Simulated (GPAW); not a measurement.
# Collinear magnetic orders of FeS2 (Marcasite) with GPAW, part 2 of 2

Aim: find out whether FeS2 (Marcasite) carries moments, and which collinear order costs least.

GPAW 26.7.0; PBE with U = 4.5 eV on Fe d; plane waves with GPAW's PAW setups, scalar-relativistic.

So far. Step 2 (Order 1, typed as ferro ++): After 24 cycles the largest moment stands at 3.08 μB.

The database entry behind the starting cell differs from later determinations by our own check (an axis about 0.6 % short against later determinations), so it need not match the best structure at ambient conditions.

## (3) Run 2 (antiferro +-)

Reversing part of the moments tests the sign of the couplings between them.

The input, order2.py:

```python
import json
import numpy as np
from ase import Atoms
from ase.parallel import paropen, parprint
from gpaw import GPAW

atoms = Atoms(['Fe', 'Fe', 'S', 'S', 'S', 'S'],
    cell=[[4.44, 0.0, 0.0],
         [0.0, 5.39, 0.0],
         [0.0, 0.0, 3.37]],
    scaled_positions=[[0.0, 0.0, 0.0],
         [0.5, 0.5, 0.5],
         [0.203, 0.375, 0.0],
         [0.297, 0.875, 0.5],
         [0.797, 0.625, 0.0],
         [0.703, 0.125, 0.5]],
    pbc=True,
    magmoms=[4.0, -4.0, 0.0, 0.0, 0.0, 0.0])
atoms.calc = GPAW(mode={'name': 'pw', 'ecut': 550},
    xc='PBE',
    kpts={'size': (8, 6, 10), 'gamma': True},
    occupations={'name': 'fermi-dirac', 'width': 0.1},
    convergence={'density': 1e-05, 'energy': 1e-05},
    maxiter=200,
    setups={'Fe': ':d,4.5'},
    txt='order2.txt')
e = atoms.get_potential_energy(force_consistent=True)
res = {'free_energy': e, 'energy_sigma0': atoms.get_potential_energy(), 'fermi_energy': atoms.calc.get_fermi_level()}
res['moments'] = atoms.get_magnetic_moments().tolist()
res['total'] = atoms.get_magnetic_moment()
parprint('site moments (muB):', np.round(res['moments'], 3))
parprint(f"total moment: {res['total']:.3f} muB")
parprint(f'free energy: {e:.6f} eV')
atoms.calc.write('order2.gpw')
with paropen('results.json', 'w') as f:
    json.dump(res, f)
```

The run is started by

```bash
$ OMP_NUM_THREADS=1 mpirun -n 2 gpaw python order2.py > order2.log
```

Numbers of over 12 decimals in the logs are rounded to 6 here.

What it wrote:

```text
site moments (muB): [ 3.076e+00 -3.076e+00  1.000e-03 -1.000e-03  1.000e-03 -1.000e-03]
total moment: 0.000 muB
free energy: -29.410823 eV

--- order2.txt ---
Input parameters:
  mode=PW(ecut=550),
  convergence={'density': 1e-05, 'energy': 1e-05},
  kpts=MonkhorstPack(size=(8, 6, 10), gamma=True),
  maxiter=200,
  occupations=Occupations(name='fermi-dirac', width=0.1),
  setups={'Fe': ':d,4.5'},
  xc=XC(name='PBE')

Diagonalizing LCAO Hamiltonian
Converting LCAO to pw mode
    .----------.
   /|          |
  / |  S       |
 *  |   Fe     |
 |  .----------.
 | /     S  S /
 |/ S        /
 Fe---------*

Atoms  # Å, Bohr magnetons
|   | symbol |        x |        y |        z |    initial magnetic moments |
|---|--------|----------|----------|----------|-----------------------------|
| 0 |     Fe | 0.000000 | 0.000000 | 0.000000 | ( 0.0000,  0.0000,  4.0000) |
| 1 |     Fe | 2.220000 | 2.695000 | 1.685000 | ( 0.0000,  0.0000, -4.0000) |
| 2 |      S | 0.901320 | 2.021250 | 0.000000 | ( 0.0000,  0.0000,  0.0000) |
| 3 |      S | 1.318680 | 4.716250 | 1.685000 | ( 0.0000,  0.0000,  0.0000) |
| 4 |      S | 3.538680 | 3.368750 | 0.000000 | ( 0.0000,  0.0000,  0.0000) |
| 5 |      S | 3.121320 | 0.673750 | 1.685000 | ( 0.0000,  0.0000,  0.0000) |

Unit cell  # Å
| periodic |        x |        y |        z |  lengths |    angles |
|----------|----------|----------|----------|----------|-----------|
|      yes | 4.440000 | 0.000000 | 0.000000 | 4.440000 | 90.000000 |
|      yes | 0.000000 | 5.390000 | 0.000000 | 5.390000 | 90.000000 |
|      yes | 0.000000 | 0.000000 | 3.370000 | 3.370000 | 90.000000 |

Number of symmetries: 4

BZ-sampling:
  Number of BZ points: 480
  Number of IBZ points: 156

  Monkhorst-Pack size: [8, 6, 10]
  Monkhorst-Pack shift: [0.0625, 0.083333, 0.05]

Plane wave coefficients: 2389
Cutoff: 550.0 eV

Spin-components: 2 (collinear spins)
Bands:           28
Projectors:      32
Spin-degeneracy: 1
Datatype:        complex128

Parallelization:
  kpt:    2
  domain: 1
  band:   1

Density:
  Valence electrons: 40.0
  Components: 2
  Grid points: [25 30 20]
  Charge: 0.0  # |e|

Potential:
  Grid points: [25 30 20]

[... setups left out ...]
Reference energy: -112669.388790  # eV

eigensolver:
  PPCG
  Converge bands: occupied
  niter=2

density mixing:
  MSR1-Mixer
  Pratt-step length: 0.05
  Maximum mixing coefficient: 0.75
  Old densities: 10
  SVD Regularization: 0.005
  Good broyden scale: 1.0
  Trust region scale: 1.0
  Backstep threshold: 4.0
  History deletion threshold: 6.0
  Fourier metric: weight=20.0, sigma=0.015

occupation numbers:
  Fermi-Dirac:
    width: 0.1000  # eV

poisson solver:
  ecut: 4400.0  # eV

xc functional:
  name: PBE with 2 nearest neighbor stencil

convergence criteria:
- Maximum integral of absolute [dens]ity change: 1e-05 electrons / valence electron
- Maximum [total energy] change in last 3 cyles: 1e-05 eV / valence electron
- Maximum integral of absolute [eigenst]ate change: 4e-08 eV^2 / valence electron
maximum number of iterations: 200

SCF iterations
|iter     |      energy | eigst |  dens |  magmom |
|---------|-------------|-------|-------|---------|
|iter:   1|  -28.638911 | +0.43 |       |  +0.0000|
|iter:   2|  -28.733632 | -1.13 | -0.96 |  +0.0000|
|iter:   3|  -29.020217 | -1.69 | -0.99 |  -0.0000|
|iter:   4|  -28.994022 | -1.61 | -1.17 |  +0.0001|
|iter:   5|  -29.086145 | -2.53 | -1.62 |  -0.0002|
|iter:   6|  -29.262642 | -2.26 | -1.76 |  +0.0020|
|iter:   7|  -29.328263 | -2.62 | -1.97 |  -0.0005|
|iter:   8|  -29.371452 | -2.39 | -1.90 |  -0.0017|
|iter:   9|  -29.379518 | -3.24 | -2.09 |  +0.0020|
|iter:  10|  -29.387535 | -3.10 | -2.50 |  +0.0018|
|iter:  11|  -29.388350 | -3.89 | -2.57 |  +0.0009|
|iter:  12|  -29.388811 | -4.55 | -3.14 |  -0.0002|
|iter:  13|  -29.389603 | -4.40 | -3.18 |  -0.0005|
|iter:  14|  -29.389934 | -4.34 | -3.28 |  -0.0009|
|iter:  15|  -29.390055 | -4.91 | -3.34 |  -0.0003|
|iter:  16|  -29.390147c| -5.16 | -3.65 |  -0.0000|
|iter:  17|  -29.390188c| -5.51 | -3.94 |  +0.0001|
|iter:  18|  -29.390211c| -5.80 | -4.09 |  +0.0001|
|iter:  19|  -29.390224c| -6.09 | -4.25 |  +0.0000|
|iter:  20|  -29.390234c| -6.04 | -4.38 |  +0.0000|
|iter:  21|  -29.390237c| -6.81 | -4.78 |  +0.0000|
|iter:  22|  -29.390238c| -7.39 | -5.04c|  +0.0000|
|iter:  23|  -29.390239c| -8.09c| -5.29c|  +0.0000|

Converged in 23 steps
Energy contributions relative to reference atoms: (reference = -112669.388790)

Energy contributions:
  Kinetic:         122.506488
  Coulomb:        -100.989286
  Zero:              0.270009
  External:          0.000000
  Xc:              -51.156865
  Entropy:          -0.041169
  Spinorbit:         0.000000
  ----------------------------
  Free energy:     -29.410823
  Extrapolated:    -29.390239

dipole moment: (-10.737612, -13.035074, -29.783533)  # |e|*Ang

Total magnetic moment: (0.000000, 0.000000, 0.000005)

Local magnetic moments
|        x |        y |         z |
|----------|----------|-----------|
| 0.000000 | 0.000000 |  3.076199 |  # Fe   0
| 0.000000 | 0.000000 | -3.076188 |  # Fe   1
| 0.000000 | 0.000000 |  0.001303 |  # S    2
| 0.000000 | 0.000000 | -0.001303 |  # S    3
| 0.000000 | 0.000000 |  0.001303 |  # S    4
| 0.000000 | 0.000000 | -0.001303 |  # S    5

Fermi level: 10.407
Eigenvalues  # (at kpt = [0.000, 0.000, 0.000])
| band index |      eig [eV] | occ [0-1] |      eig [eV] | occ [0-1] |
|------------|---------------|-----------|---------------|-----------|
|          0 |        -6.947 |     1.000 |        -6.947 |     1.000 |
|        ... |               |           |               |           |
|         12 |         5.744 |     1.000 |         5.744 |     1.000 |
|         13 |         6.399 |     1.000 |         6.399 |     1.000 |
|         14 |         6.729 |     1.000 |         6.729 |     1.000 |
|         15 |         7.338 |     1.000 |         7.338 |     1.000 |
|         16 |         8.483 |     1.000 |         8.483 |     1.000 |
|         17 |         8.587 |     1.000 |         8.587 |     1.000 |
|         18 |         9.618 |     1.000 |         9.618 |     1.000 |
|         19 |        10.064 |     0.969 |        10.064 |     0.969 |
|         20 |        11.102 |     0.001 |        11.102 |     0.001 |
|         21 |        11.701 |     0.000 |        11.701 |     0.000 |
|         22 |        12.661 |     0.000 |        12.661 |     0.000 |
|         23 |        12.951 |     0.000 |        12.951 |     0.000 |
|         24 |        14.214 |     0.000 |        14.214 |     0.000 |
|         25 |        14.246 |     0.000 |        14.246 |     0.000 |
|         26 |        15.466 |     0.000 |        15.466 |     0.000 |
|         27 |        15.551 |     0.000 |        15.551 |     0.000 |

No gap
No difference between direct/indirect transitions
```

It took 6 min on 2 MPI ranks of Arm Neoverse V2, shared host; peak memory 0.82 GiB.

Spin moment in the augmentation sphere by atom:

| atom | spin moment in the augmentation sphere (μB) |
| --- | --- |
| Fe1 | 3.08 |
| Fe2 | -3.08 |
| S3 | 0.00 |
| S4 | 0.00 |
| S5 | 0.00 |
| S6 | 0.00 |

This step gave:

- magnetization: 0 μB
- final state: antiferromagnetic

It lies 238 meV a seeded atom under the first start, and its largest moment is 3.08 μB against 3.08 μB.

## (4) Order 3, typed as no spin polarisation

This run holds no moments, which gives a state to set the others against.

nospin.py is the script of step 3 with these lines changed:

```diff
@@ -16,4 +16,3 @@
          [0.703, 0.125, 0.5]],
-    pbc=True,
-    magmoms=[4.0, -4.0, 0.0, 0.0, 0.0, 0.0])
+    pbc=True)
 atoms.calc = GPAW(mode={'name': 'pw', 'ecut': 550},
@@ -25,11 +24,7 @@
     setups={'Fe': ':d,4.5'},
-    txt='order2.txt')
+    txt='nospin.txt')
 e = atoms.get_potential_energy(force_consistent=True)
 res = {'free_energy': e, 'energy_sigma0': atoms.get_potential_energy(), 'fermi_energy': atoms.calc.get_fermi_level()}
-res['moments'] = atoms.get_magnetic_moments().tolist()
-res['total'] = atoms.get_magnetic_moment()
-parprint('site moments (muB):', np.round(res['moments'], 3))
-parprint(f"total moment: {res['total']:.3f} muB")
 parprint(f'free energy: {e:.6f} eV')
-atoms.calc.write('order2.gpw')
+atoms.calc.write('nospin.gpw')
 with paropen('results.json', 'w') as f:
```

The run is started by

```bash
$ OMP_NUM_THREADS=1 mpirun -n 2 gpaw python nospin.py > nospin.log
```

What it wrote:

```text
free energy: -29.937356 eV

--- nospin.txt ---
Input parameters:
  mode=PW(ecut=550),
  convergence={'density': 1e-05, 'energy': 1e-05},
  kpts=MonkhorstPack(size=(8, 6, 10), gamma=True),
  maxiter=200,
  occupations=Occupations(name='fermi-dirac', width=0.1),
  setups={'Fe': ':d,4.5'},
  xc=XC(name='PBE')

Diagonalizing LCAO Hamiltonian
Converting LCAO to pw mode
    .----------.
   /|          |
  / |  S       |
[...]
|         15 |         7.922 |     2.000 |
[...]
|         24 |        13.799 |     0.000 |
|         25 |        13.876 |     0.000 |
|         26 |        14.602 |     0.000 |
|         27 |        15.372 |     0.000 |

Gap: 1.308 eV
Transition (v -> c):
  (s=0, k=108, n=19, [0.38, 0.00, 0.00]) -> (s=0, k=12, n=20, [0.00, 0.33, 0.00])
Direct/indirect transitions are different
Direct gap: 1.920 eV
Transition at: (s=0, k=108, n=19, [0.38, 0.00, 0.00])

[key lines of the parts left out:]
Free energy:     -29.937356
Converged in 16 steps
dipole moment: (-10.769542, -13.073836, -29.782127)  # |e|*Ang
Fermi level: 9.955
```

Run time: 2 min. Hardware: 2 MPI ranks; peak memory 0.62 GiB; 4.1 min of CPU time.

Read from the output:

```
final state : non-magnetic (no spin polarisation)
```

It lies 501 meV a seeded atom under the first start.

## (5) Ranking

These are free energies at a smearing of 0.1 eV, so its entropy term is in the differences. They are divided by the number of seeded atoms, so that cells of unlike size compare.

Orders:

| start | final state | typed order kept | energy over the lowest (meV a seeded atom) | largest site moment (μB) | net moment (μB a primitive cell) | mesh matched | CPU time (s) |
| --- | --- | --- | --- | --- | --- | --- | --- |
| ferro ++ | ferromagnetic | yes | 500.9 | 3.08 | 6.197 | yes | 949.1 |
| antiferro +- | antiferromagnetic | yes | 263.3 | 3.076 | 0 | yes | 721.7 |
| no spin polarisation | non-magnetic | - | 0 | 0 | 0 | yes | 245.1 |

## (6) Summary of results

| Item | Value |
| --- | --- |
| lowest state found | non-magnetic (typed no spin polarisation) |
| largest site moment | 0 μB |
| next state | antiferromagnetic, 263 meV a seeded atom higher |

The lowest state carries no moment above 0.15 μB; states with moments lie higher. The next state costs 263 meV a seeded atom. Only 3 starts are shown; other collinear patterns, canted and longer-period orders are not.

[Logs and program files are shortened in this print: banners, set-up blocks, solver, clock and traceback lines can be left out without a mark of their own.]

[Logs are printed without paths, hosts, clocks, repeated set-up lines and the standing remarks that a program may print on its own settings, such as how far it seeks lower states.]

[Hosts, paths, dates, database ids (printed as entryN), source tags and the programs' standing remarks are cut or masked in the printed files.]

[Where a cell is said to come from a database of computed structures, the database is the Materials Project.]
